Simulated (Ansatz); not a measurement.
# W (Fm-3m) in Ansatz: a series of runs

One crystal, W, is run at these levels: revPBE+D3(BJ), revPBE+D4, BLYP+D3(BJ), PBEsol+D4, RPBE+D3(BJ); tasks: relaxation of cell and atoms.

Everything below comes from runs of Ansatz 0.2.0. Logs are shortened: lines on timing, memory, paths and dates and some standing lists are left out, and cuts for length are marked.

### Step 1. The crystal as given

The structure is cubic, space group Fm-3m (No. 225). Conventional cell: a = 4.060 Å, b = 4.060 Å, c = 4.060 Å, α = 90.00°, β = 90.00°, γ = 90.00°. W (site symmetry m-3m) is surrounded by 12 W at 2.87 Å.

This isn't the form of W at room conditions, which is bcc.

### Step 2. Relaxation of cell and atoms, revPBE+D3(BJ)

input.yaml reads:

```yaml
crystal:
  lattice:
    - [0.0, 2.03, 2.03]
    - [2.03, 0.0, 2.03]
    - [2.03, 2.03, 0.0]
  atoms:
    - { symbol: W, position: [0.0, 0.0, 0.0] }
hamiltonian:
  xc: revpbe
  pseudopotentials: { kind: paw }
  dispersion: d3bj
kpoints:
  mp_grid: { grid: [11, 11, 11] }
scf:
  occupations: { method: fermi_dirac, width: 0.05 }
output:
  forces: true
  stress: true
  eigenvalues: true
  write_density: true
  write_potential: true
  elf: true
  volumetric_format: npy
relax:
  f_tol: 0.01
  max_steps: 40
  cell: { stress_tol: 0.05 }
```

Potentials or basis: Ansatz PAW.

Launch:

```console
$ ansatz run input.yaml --threads 2 --pin off --max-ram 5632MiB --backend cpu --events-out ev --progress --plain --runs-dir out
```

What it wrote:

```text
Warning: RAYON_NUM_THREADS=2 ignored (pool sized by the plan → 2); use --threads N
Engine: ansatz 0.2.0, aarch64-unknown-linux-gnu
Pseudopotentials: kind: paw
Pseudopotential: W, paw, valence charge 14, recommended cutoff 420 eV (normal), W.paw.azcp
Functional definition: revPBE
  parameter kappa = 1.245
  parameter beta = 0.06672455060314922
  exchange = pbe_x(kappa = kappa, mu = beta*pi^2/3)
  correlation = pbe_c(beta = beta)
Crystal: 1 atoms, lattice volume = 16.731 Å³
Basis set: ecut = 420 eV, 331 PW (Γ), exchange–correlation on 40×40×40 points (8 copies of the dense FFT grid, shifted against one another)
Bands: 11, of which v1, the nominal top of the filled ones, is band 7 counted from 1 (6 counted from 0)
Symmetry: 48 space group operations
Space group: Fm-3m (ITA 225), of the structure as read, at distance tolerance 2.6e-5 Å
k-points: 56 of 1331
Non-local potential: W, projectors of the file, l = 0: 3, l = 1: 2, l = 2: 2, l = 3: 1
PAW form: soft (Blöchl's): semilocal exchange-correlation on the pseudo side does not see the compensation charge
PAW frozen core: W, regenerated for the run's functional, and the local potential with it (the file was generated under x = pbe(κ = 0.804, μ = 0.2195149727645171), c = pbe(β = 0.06672455060314922))
PAW one-centre angular grid: W, 590 points (default); XC on 64 Gauss nodes
Initial density: superposition of atomic densities (neutral atoms: chi_scale 0, normalization atom), corrected by the library's trained network
Initial wavefunctions: pseudopotential atomic-orbital guess
Functional: x = revpbe(κ = 1.245, μ = 0.2195149727645171), c = pbe(β = 0.06672455060314922)
SCF iter   1: F=—  HF=-10394.599163 eV  |F-HF|=—  |Δ(HF+E_count)|=         —  Δρ=2.36e-3  dr2=7.91e-4  ethr=1.77e-3  ⟨swp⟩=5.2  Hψ=3295  notcnv=0
preconditioner: auto → none  [metal: Δε(μ)=0.054 eV  Ē_g=8.344 eV  σ=0.050 eV  W_gap=0.26  n_scr=0 (ndim 8)  ℏωp=22.2 eV  f_vac=0.000  D(μ)=1.03/eV (n_scr^D=14)]
SCF iter   2: F=—  HF=-10394.598753 eV  |F-HF|=—  |Δ(HF+E_count)|=   4.10e-4  Δρ=7.84e-4  dr2=4.94e-5  ethr=5.65e-6  ⟨swp⟩=2.2  Hψ=1264  notcnv=0
SCF iter   3: F=—  HF=-10394.598768 eV  |F-HF|=—  |Δ(HF+E_count)|=   1.49e-5  Δρ=2.39e-4  dr2=2.76e-6  ethr=3.53e-7  ⟨swp⟩=2.9  Hψ=963  notcnv=0
SCF iter   4: F=—  HF=-10394.598771 eV  |F-HF|=—  |Δ(HF+E_count)|=   2.98e-6  Δρ=3.16e-5  dr2=1.12e-7  ethr=1.97e-8  ⟨swp⟩=2.1  Hψ=818  notcnv=0
iter 5 did not close the SCF: its close was put off for the readings that it lacked (scf_convergence_deferred on its scf_iter line)
SCF iter   5: F=-10394.598771 eV  HF=-10394.598771 eV  |F-HF|=2.55e-9  |Δ(HF+E_count)|=   4.84e-8  Δρ=7.91e-6  dr2=4.18e-9  ethr=8.01e-10  ⟨swp⟩=2.1  Hψ=911  notcnv=0
SCF iter   6: F=-10394.598771 eV  HF=-10394.598771 eV  |F-HF|=4.00e-11  |Δ(HF+E_count)|=   1.40e-9  Δρ=9.95e-7  dr2=5.54e-11  ethr=2.98e-11  ⟨swp⟩=5.1  Hψ=3162  notcnv=0
SCF 1 converged in 6 iterations: F = -10394.598771 eV  dr2 = 5.54e-11
relax step   1: F+E_penalty+E_count = -10394.59877136 eV  Δ(F+E_penalty+E_count) = +0.000e0 eV  max|allowed force component| = 0.000e0 eV/Å  Δτ_max = 0.0000 Å  P = -14.042 GPa  Ω = 16.731 Å³  (6 SCF iters, dr2 threshold 1.00e-7 eV, accepted)
[... 12 lines left out ...]
relax step   2: F+E_penalty+E_count = -10394.47010432 eV  Δ(F+E_penalty+E_count) = +1.287e-1 eV  max|allowed force component| = 0.000e0 eV/Å  Δτ_max = 0.0000 Å  P = +37.915 GPa  Ω = 14.401 Å³  energy of the carried Pulay correction = +1.082e-3 eV  (5 SCF iters, dr2 threshold 1.00e-7 eV, rejected (line search))
[... 10 lines left out ...]
relax step   3: F+E_penalty+E_count = -10394.63551373 eV  Δ(F+E_penalty+E_count) = -3.674e-2 eV  max|allowed force component| = 0.000e0 eV/Å  Δτ_max = 0.0000 Å  P = -2.150 GPa  Ω = 16.030 Å³  energy of the carried Pulay correction = +3.092e-4 eV  (6 SCF iters, accepted)
[... 7 lines left out ...]
relax step   4: F+E_penalty+E_count = -10394.63631013 eV  Δ(F+E_penalty+E_count) = -7.964e-4 eV  max|allowed force component| = 0.000e0 eV/Å  Δτ_max = 0.0000 Å  P = -0.043 GPa  Ω = 15.922 Å³  energy of the carried Pulay correction = +3.583e-4 eV  (3 SCF iters, dr2 threshold 1.00e-7 eV, accepted)
[... 8 lines left out ...]
relax step   5: F+E_penalty+E_count = -10394.63595355 eV  Δ(F+E_penalty+E_count) = +3.566e-4 eV  max|allowed force component| = 0.000e0 eV/Å  Δτ_max = 0.0000 Å  P = -0.043 GPa  Ω = 15.922 Å³  stress off target by 4.25e-2 GPa  SCF on the basis re-selected at this cell (its energy is not comparable with the rows above)  (5 SCF iters)
basis re-selected at this cell: Δ(F+E_penalty+E_count) = +3.566e-4 eV, ΔP = +0.001 GPa vs the last step (what re-selecting the basis moved, of the pressure what is left beyond the Pulay correction that the steps carried, after the strain that the cell walked since its last selection, with what the two solves' SCF thresholds leave and, on support functions, any second-order correction that the steps lacked; it is no measure of the basis error at this ecutwfc). This SCF's stress stands 4.25e-2 GPa from its target on what of the cell is left free (relax.cell.stress_tol is 5.00e-2 GPa) and its largest allowed force component is 0.00e0 eV/Å (relax.f_tol is 1.00e-2 eV/Å): within both
SCF converged after 5 iterations
Free energy (F): -10394.635954 eV
Harris-Foulkes:  -10394.635954 eV  (|F-HF|=0.00e0)
Internal energy: -10394.627987 eV  (E = F + TS)
E sigma→0 (E₀):  -10394.631970 eV
Entropy (-TS):   -0.007967 eV (-7.967 meV/atom)
Fermi energy:    22.081721 eV
--- Per-component energies (eV) ---
  E_band       = -80.842838
  E_kinetic    = 450.687135
  E_local      = -602.495678  (includes V_loc(G=0)·N_el)
  E_nonlocal   = 0.285120
  E_hartree    = 216.958395
  E_xc         = -267.258787
  E_vxc        = -238.829675  (∫ρ·V_xc dr)
  E_paw        = -8571.398802  (= ΣΔE_a)
  E_vpaw       = -124.406463  (= ΣTr[D̂ρ^β])
  E_aug_tail   = -0.000071  (compensation charges beyond the density's cutoff)
  E_ewald      = -1620.148998
  E_disp       = -1.243798  (pairwise vdW)
  E_core_change = -0.012503  (= ΣΔE_core)
  E_smearing   = -0.007967  (= −TS)
  E_closure    = 0.000000  (closes the sum)
  Σ components = -10394.635954   (vs F -10394.635954, Δ=0.00e0)
--- Forces (eV/Å), atoms counted from 1 ---
  atom   1  W     -0.00000000     0.00000000     0.00000000
  max |Σ_I F_I| component: 5.75e-32 eV/Å
--- Stress (GPa, compression-positive) ---
       -0.042516      -0.000000      -0.000000
       -0.000000      -0.042516      -0.000000
       -0.000000      -0.000000      -0.042516
  P = ⅓ Tr σ = -0.0425 GPa (-0.425 kbar)
--- Band table (eV; the first three rows and the last of 56) ---
  k-point 0: bands = ["-51.4615", "-15.0872", "-15.0872", "-15.0872", "12.9580", "21.4993", "21.4993", "21.4993", "24.7727", "24.7727", "34.9076"]
  k-point 1: bands = ["-51.4518", "-15.1952", "-15.1009", "-15.1009", "13.3300", "21.2208", "21.6690", "21.6690", "24.6213", "24.6213", "35.6352"]
  k-point 2: bands = ["-51.4259", "-15.4783", "-15.1373", "-15.1373", "14.3248", "20.6785", "21.9683", "21.9683", "24.4962", "24.4962", "36.3410"]
  k-point 55: bands = ["-51.3000", "-15.9600", "-15.8919", "-15.5353", "18.2330", "19.5122", "20.4830", "23.6012", "27.7966", "31.6149", "33.2352"]
--- Relaxed structure (4 steps of the walk, 3 accepted, 1 SCFs on fresh bases) ---
  F+E_penalty+E_count = -10394.63595355 eV   max|allowed force component| = 0.000e0 eV/Å   (the final SCF, on the basis selected at the relaxed cell)
  cell:  # Å, volume = 15.9216 Å³
    - [1.9107640573858144e-35, 1.99672933649749, 1.99672933649749]
    - [1.99672933649749, -1.9107640573858128e-35, 1.99672933649749]
    - [1.99672933649749, 1.99672933649749, -1.1464587074015077e-34]
  atoms:
    - { symbol: W, position: [0.0, 0.0, 0.0] }
```

Run time: 2.5 s. Hardware: 2 threads of Arm Neoverse V1, shared host; peak memory 0.27 GiB.

Results:

```
Free energy                            : -10394.6360 eV
Relaxed volume                         : 15.92 Å³/atom
Relaxed cell                           : a = 2.824 Å, b = 2.824 Å, c = 2.824 Å, α = 60.00°, β = 60.00°, γ = 60.00°
Space group after relaxing (to 0.05 Å) : Fm-3m (No. 225)
Energy gained by relaxing              : 37.2 meV/atom
Ionic steps                            : 4
Pressure after relaxing                : 0.0 GPa
Band gap on the k mesh                 : none (metal or under the smearing width)
```

Step by step:
| step | energy change (eV) | largest force (eV/Å) | volume (Å³) |
| --- | --- | --- | --- |
| 1 | 0.0000 | 0.0000 | 16.73 |
| 2 | -0.0367 | 0.0000 | 16.03 |
| 3 | -0.0375 | 0.0000 | 15.92 |
| 4 | -0.0372 | 0.0000 | 15.92 |

Final structure:
```yaml
crystal:
  lattice:
    - [0.00000, 1.99673, 1.99673]
    - [1.99673, 0.00000, 1.99673]
    - [1.99673, 1.99673, 0.00000]
  atoms:
    - { symbol: W, position: [0.00000, 0.00000, 0.00000] }
```

Levels at points of the mesh, in eV from the Fermi level:
| k point | band 3 | band 4 | band 5 | band 6 | band 7 | band 8 | band 9 | band 10 | band 11 |
| --- | --- | --- | --- | --- | --- | --- | --- | --- | --- |
| (0.00, 0.00, 0.00) | -37.17 | -37.17 | -9.12 | -0.58 | -0.58 | -0.58 | 2.69 | 2.69 | 12.83 |

Caveat: the plane-wave basis is chosen anew once the cell has moved, so the energies of steps on either side of that aren't comparable; pairwise dispersion overbinds metals, which lowers pressure and volume; the PAW data sets come from PBE, with cores solved anew for the run's functional, which leaves a small shift of forces and pressure. The run has no spin-orbit coupling, so splittings on W are missing.

### Step 3. Relaxation of cell and atoms, revPBE+D4

Changes to input.yaml since step 2:

```diff
@@ -10,3 +10,3 @@
   pseudopotentials: { kind: paw }
-  dispersion: d3bj
+  dispersion: d4
 kpoints:
@@ -19,6 +19,2 @@
   eigenvalues: true
-  write_density: true
-  write_potential: true
-  elf: true
-  volumetric_format: npy
 relax:
```

Potentials or basis: Ansatz PAW.

Launch:

```console
$ ansatz run input.yaml --threads 2 --pin off --max-ram 5632MiB --backend cpu --events-out ev --progress --plain --runs-dir out
```

Run time: 2.9 s. Hardware: 2 threads of Arm Neoverse V1, shared host; peak memory 0.27 GiB.

The run converged. Its results:

| Property | Result |
| --- | --- |
| Free energy | -10394.4027 eV |
| Relaxed volume | 16.08 Å³/atom |
| Relaxed cell | a = 2.833 Å, b = 2.833 Å, c = 2.833 Å, α = 60.00°, β = 60.00°, γ = 60.00° |
| Space group after relaxing (to 0.05 Å) | Fm-3m (No. 225) |
| Energy gained by relaxing | 24.0 meV/atom |
| Ionic steps | 4 |
| Pressure after relaxing | 0.0 GPa |
| Band gap on the k mesh | none (metal or under the smearing width) |

The path:
```
step  energy change (eV)  largest force (eV/Å)  volume (Å³)
   1              0.0000                0.0000        16.73
   2             -0.0236                0.0000        16.18
   3             -0.0243                0.0000        16.08
   4             -0.0240                0.0000        16.08
```

Final structure:
```cif
data_structure
_symmetry_space_group_name_H-M 'P 1'
_symmetry_Int_Tables_number 1
_cell_length_a 2.8330
_cell_length_b 2.8330
_cell_length_c 2.8330
_cell_angle_alpha 60.000
_cell_angle_beta 60.000
_cell_angle_gamma 60.000
_cell_volume 16.08
loop_
_atom_site_label
_atom_site_type_symbol
_atom_site_fract_x
_atom_site_fract_y
_atom_site_fract_z
_atom_site_occupancy
W1 W 0.00000 0.00000 0.00000 1
```

Levels at points of the mesh, in eV from the Fermi level:
```tsv
k point	band 5	band 6	band 7	band 8	band 9	band 10
(0.00, 0.00, 0.00)	-9.08	-0.58	-0.58	-0.58	2.65	2.65
```

Caveat: the plane-wave basis is chosen anew once the cell has moved, so the energies of steps on either side of that aren't comparable; pairwise dispersion overbinds metals, which lowers pressure and volume; the PAW data sets come from PBE, with cores solved anew for the run's functional, which leaves a small shift of forces and pressure.

### Step 4. Relaxation of cell and atoms, BLYP+D3(BJ)

Changes to input.yaml since step 3:

```diff
@@ -8,5 +8,5 @@
 hamiltonian:
-  xc: revpbe
+  xc: blyp
   pseudopotentials: { kind: paw }
-  dispersion: d4
+  dispersion: d3bj
 kpoints:
```

Launch:

```console
$ ansatz run input.yaml --threads 2 --pin off --max-ram 5632MiB --backend cpu --events-out ev --progress --plain --runs-dir out
```

Run time: 2.8 s. Hardware: 2 threads of Arm Neoverse V1, shared host; peak memory 0.27 GiB.

It converged, with:

| Quantity | Value |
| --- | --- |
| Free energy | -10410.1175 eV |
| Relaxed volume | 16.06 Å³/atom |
| Relaxed cell | a = 2.832 Å, b = 2.832 Å, c = 2.832 Å, α = 60.00°, β = 60.00°, γ = 60.00° |
| Space group after relaxing (to 0.05 Å) | Fm-3m (No. 225) |
| Energy gained by relaxing | 24.6 meV/atom |
| Ionic steps | 5 |
| Pressure after relaxing | 0.0 GPa |
| Band gap on the k mesh | none (metal or under the smearing width) |

The path:
| step | energy change (eV) | largest force (eV/Å) | volume (Å³) |
| --- | --- | --- | --- |
| 1 | 0.0000 | 0.0000 | 16.73 |
| 2 | -0.0242 | 0.0000 | 16.16 |
| 3 | -0.0248 | 0.0000 | 16.05 |
| 4 | -0.0248 | 0.0000 | 16.06 |
| 5 | -0.0246 | 0.0000 | 16.06 |

Final structure:
```
W
1.0
     0.00000    2.00237    2.00237
     2.00237    0.00000    2.00237
     2.00237    2.00237    0.00000
W
1
Direct
  0.00000 0.00000 0.00000
```

Levels at points of the mesh, in eV from the Fermi level:
```csv
k point,band 5,band 6,band 7,band 8,band 9,band 10
"(0.00, 0.00, 0.00)",-8.87,-0.60,-0.60,-0.60,2.59,2.59
```

Caveat: the plane-wave basis is chosen anew once the cell has moved, so the energies of steps on either side of that aren't comparable; pairwise dispersion overbinds metals, which lowers pressure and volume; the PAW data sets come from PBE, with cores solved anew for the run's functional, which leaves a small shift of forces and pressure.

### Step 5. Relaxation of cell and atoms, PBEsol+D4

Changes to input.yaml since step 4:

```diff
@@ -8,5 +8,5 @@
 hamiltonian:
-  xc: blyp
+  xc: pbesol
   pseudopotentials: { kind: paw }
-  dispersion: d3bj
+  dispersion: d4
 kpoints:
```

Launch:

```console
$ ansatz run input.yaml --threads 2 --pin off --max-ram 5632MiB --backend cpu --events-out ev --progress --plain --runs-dir out
```

It took 3.3 s on 2 threads of Arm Neoverse V1, shared host; peak memory 0.27 GiB.

The run converged. Its results:

```yaml
Free_energy: -10256.5028 eV
Relaxed_volume: 15.81 Å³/atom
Relaxed_cell: a = 2.817 Å, b = 2.817 Å, c = 2.817 Å, α = 60.00°, β = 60.00°, γ = 60.00°
Space_group_after_relaxing_to_0.05_Å: Fm-3m (No. 225)
Energy_gained_by_relaxing: 49.3 meV/atom
Ionic_steps: 5
Pressure_after_relaxing: 0.0 GPa
Band_gap_on_the_k_mesh: none (metal or under the smearing width)
```

Step by step:
| step | energy change (eV) | largest force (eV/Å) | volume (Å³) |
| --- | --- | --- | --- |
| 1 | 0.0000 | 0.0000 | 16.73 |
| 2 | -0.0488 | 0.0000 | 15.92 |
| 3 | -0.0496 | 0.0000 | 15.79 |
| 4 | -0.0496 | 0.0000 | 15.81 |
| 5 | -0.0493 | 0.0000 | 15.81 |

Final structure:
```xyz
1
Lattice="0.0000 1.9919 1.9919 1.9919 0.0000 1.9919 1.9919 1.9919 0.0000" Properties=species:S:1:pos:R:3 pbc="T T T"
W     0.0000    0.0000    0.0000
```

Levels at points of the mesh, in eV from the Fermi level:
```csv
k point,band 4,band 5,band 6,band 7,band 8,band 9,band 10,band 11
"(0.00, 0.00, 0.00)",-37.07,-9.15,-0.58,-0.58,-0.58,2.70,2.70,12.91
```

Caveat: the plane-wave basis is chosen anew once the cell has moved, so the energies of steps on either side of that aren't comparable; pairwise dispersion overbinds metals, which lowers pressure and volume; the PAW data sets come from PBE, with cores solved anew for the run's functional, which leaves a small shift of forces and pressure. Spin-orbit coupling is left out, which matters for the levels of W.

### Step 6. Relaxation of cell and atoms, RPBE+D3(BJ)

Changes to input.yaml since step 5:

```diff
@@ -8,5 +8,5 @@
 hamiltonian:
-  xc: pbesol
+  xc: rpbe
   pseudopotentials: { kind: paw }
-  dispersion: d4
+  dispersion: d3bj
 kpoints:
@@ -19,2 +19,6 @@
   eigenvalues: true
+  write_density: true
+  write_potential: true
+  elf: true
+  volumetric_format: npy
 relax:
```

Potentials or basis: Ansatz PAW.

Launch:

```console
$ ansatz run input.yaml --threads 2 --pin off --max-ram 5632MiB --backend cpu --events-out ev --progress --plain --runs-dir out
```

It took 2.4 s on 2 threads of Arm Neoverse V1, shared host; peak memory 0.27 GiB.

Results (log left out):

```yaml
Free_energy: -10402.0001 eV
Relaxed_volume: 14.36 Å³/atom
Relaxed_cell: a = 2.728 Å, b = 2.728 Å, c = 2.728 Å, α = 60.00°, β = 60.00°, γ = 60.00°
Space_group_after_relaxing_to_0.05_Å: Fm-3m (No. 225)
Energy_gained_by_relaxing: 373.4 meV/atom
Ionic_steps: 5
Pressure_after_relaxing: 0.0 GPa
Band_gap_on_the_k_mesh: none (metal or under the smearing width)
```

The path:
```
step  energy change (eV)  largest force (eV/Å)  volume (Å³)
   1              0.0000                0.0000        16.73
   2             -0.3743                0.0000        14.40
   3             -0.3745                0.0000        14.35
   4             -0.3745                0.0000        14.36
   5             -0.3734                0.0000        14.36
```

Final structure:
```cif
data_structure
_symmetry_space_group_name_H-M 'P 1'
_symmetry_Int_Tables_number 1
_cell_length_a 2.7284
_cell_length_b 2.7284
_cell_length_c 2.7284
_cell_angle_alpha 60.000
_cell_angle_beta 60.000
_cell_angle_gamma 60.000
_cell_volume 14.36
loop_
_atom_site_label
_atom_site_type_symbol
_atom_site_fract_x
_atom_site_fract_y
_atom_site_fract_z
_atom_site_occupancy
W1 W 0.00000 0.00000 0.00000 1
```

Levels at points of the mesh, in eV from the Fermi level:
```csv
k point,band 3,band 4,band 5,band 6,band 7,band 8,band 9,band 10,band 11
"(0.00, 0.00, 0.00)",-36.79,-36.79,-9.60,-0.70,-0.70,-0.70,3.08,3.08,12.98
```

Caveat: the plane-wave basis is chosen anew once the cell has moved, so the energies of steps on either side of that aren't comparable; the volume moved by -14 % from the deposited cell, more than functionals usually miss; pairwise dispersion overbinds metals, which lowers pressure and volume; the PAW data sets come from PBE, with cores solved anew for the run's functional, which leaves a small shift of forces and pressure.

### Step 7. The runs side by side

```tsv
level	gap on the mesh (eV)	pressure (GPa)	relaxed volume (Å³/atom)
revPBE+D3(BJ)	none	0.0	15.92
revPBE+D4	none	0.0	16.08
BLYP+D3(BJ)	none	0.0	16.06
PBEsol+D4	none	0.0	15.81
RPBE+D3(BJ)	none	0.0	14.36
```

Alike in all rows: task relaxation of cell and atoms; potentials or basis Ansatz PAW; no spin polarisation; cell relaxed; k mesh 11 × 11 × 11; cutoff (eV) 420; smearing fermi-dirac 0.05 eV.

Caveats: the plane-wave basis is chosen anew once the cell has moved, so the energies of steps on either side of that aren't comparable; pairwise dispersion overbinds metals, which lowers pressure and volume; the PAW data sets come from PBE, with cores solved anew for the run's functional, which leaves a small shift of forces and pressure; the volume moved by -14 % from the deposited cell, more than functionals usually miss (some runs).

Total energies depend on the potentials used, so only differences within one code and one set of settings carry meaning.
